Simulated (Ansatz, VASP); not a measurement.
**Sb in VASP and in Ansatz**

```
CELL_PARAMETERS angstrom
5.03898 0.00000 0.00000
0.00000 5.03898 0.00000
0.00000 0.00000 3.57862
ATOMIC_POSITIONS crystal
Sb 0.00000 0.50000 0.50000
Sb 0.50000 0.00000 0.50000
Sb 0.50000 0.50000 0.50000
```

Alike in both runs: task single point; functional PBE; k mesh 4 × 4 × 6; occupations gaussian, width 0.1 eV; no spin polarisation.

|  | VASP | Ansatz |
| --- | --- | --- |
| version | VASP 6.6.1 | Ansatz 0.2.0 |
| potentials or method | VASP PAW PBE potentials, release 64 (Sb) | scalar-relativistic, plane waves, PAW |
| plane-wave cutoff (eV) | 520 | 420 |
| valence electrons in the cell | 15 | 45 |

```tsv
	VASP	Ansatz	Ansatz less VASP
gap on the k mesh at the Fermi level (eV)	none	none	-
pressure (GPa)	23.4	23.0	-0.39
largest component of the traceless stress (GPa)	25.53	25.17	-0.366
```

A gap of «none» marks a metal or a gap that the smearing closes. The two sets of potentials don't hold the same shells in valence.

Caveats: so large a pressure means that the cell lies far from this level's equilibrium, or that cutoff or potentials fall short (VASP). Spin-orbit coupling is left out, which matters for the levels of Sb.
